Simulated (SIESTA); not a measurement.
Crystal: SnO.

```
Sn O
1.0
     3.81370    0.00000    0.00000
     0.00000    3.81370    0.00000
     0.00000    0.00000    4.88691
Sn O
2 2
Direct
  0.50000 0.00000 0.76463
  0.00000 0.50000 0.23537
  0.00000 0.00000 0.00000
  0.50000 0.50000 0.00000
```

The cell is a database's computed one.

Base run:

| Property | Result |
| --- | --- |
| Program | SIESTA 5.4.2 |
| Functional | PBE |
| Potentials or basis | PseudoDojo 0.4 standard (PBE files) |
| Basis | DZ (energy shift 0.003 Ry; two zetas on semicore shells) |
| Grid cutoff | 800 Ry |
| Energy shift | 0.003 Ry |
| k mesh | 7 × 7 × 6 |
| Occupations | fermi-dirac, width 0.05 eV |
| Spin | no spin polarisation |

Its results: band gap on the k mesh 0.44 eV, indirect (least direct gap 1.89 eV); pressure 6.6 GPa; largest force 0.959 eV/Å.

Q: The run is repeated on the same cell with these changes: basis from DZ (energy shift 0.003 Ry; two zetas on semicore shells) to TZP (energy shift 0.003 Ry; two zetas on semicore shells). What comes out?

A: Band gap on the k mesh 0.37 eV, indirect (least direct gap 1.96 eV); pressure 5.9 GPa; largest force 0.842 eV/Å.

Caveats: spin-orbit coupling is left out, which moves the levels of the heavy elements; an odd mesh through Γ misses points on the zone boundary, where band edges often lie; the basis of atomic orbitals isn't converged, which shifts pressures, moduli and gaps; the basis has no polarisation orbitals (some runs).
